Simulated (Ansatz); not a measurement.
**W vacancy in WS$_{2}$**

These are results of Ansatz, DFT PBE, scalar-relativistic, plane waves, PAW, not measurements. Run with 420 eV cutoff, 2×2×2 k-mesh, Gaussian smearing of 0.01 eV, collinear spin.

Host crystal, relaxed:

```
CELL_PARAMETERS angstrom
1.59387 0.92022 7.47445
-1.59387 0.92022 7.47445
0.00000 -1.84045 7.47445
ATOMIC_POSITIONS crystal
W 0.00068 0.00068 0.00068
S 0.40407 0.40407 0.40407
S 0.26395 0.26395 0.26395
```

Supercell of 48 atoms, rows in host cell vectors: 1 1 -3; 1 -3 1; -3 1 1. Atoms relax at the host's cell, keeping the symmetry that the supercell leaves at the site. The cell is small, so energies carry finite-size errors of tenths of an eV. The host's Kohn–Sham gap is 1.64 eV. Atoms are taken from and returned to the elements' standard states. Charged cells are corrected for image charges with the computed static dielectric tensor (mean 8.8) and aligned with the host's potential at far atoms (alignment terms reach 0.82 eV). No band-filling term is added, and the Fermi level counts from the host's valence band top.

Spin-orbit coupling is left out, which matters for the bands and energies of heavy elements. Starting moments were lost in some runs.

Defect: W vacancy set at (0.001, 0.001, 0.001) of the host cell. Before relaxation its nearest neighbours are 6 S at 2.42 Å.

```json
{"charge": "0", "E_f at the valence band top (eV)": "6.54", "over the neutral state (eV)": "0.00", "moment (μB)": "0.00", "largest move (Å)": "0.07", "atoms near the site": "6 S at 2.48 Å"}
{"charge": "-1", "E_f at the valence band top (eV)": "7.19", "over the neutral state (eV)": "0.65", "moment (μB)": "1.00", "largest move (Å)": "0.07", "atoms near the site": "6 S at 2.47 Å"}
{"charge": "-2", "E_f at the valence band top (eV)": "8.39", "over the neutral state (eV)": "1.85", "moment (μB)": "2.00", "largest move (Å)": "0.08", "atoms near the site": "6 S at 2.47 Å"}
```

Among the charges computed the stable one is 0 at the valence band top, changing to -1 at 0.65 eV, changing to -2 at 1.20 eV. In charge -1 the cell has partly filled bands: a level of the defect may be part filled, the carrier may sit in the host's bands, or levels may cross between the k points, so transitions that involve it are doubtful.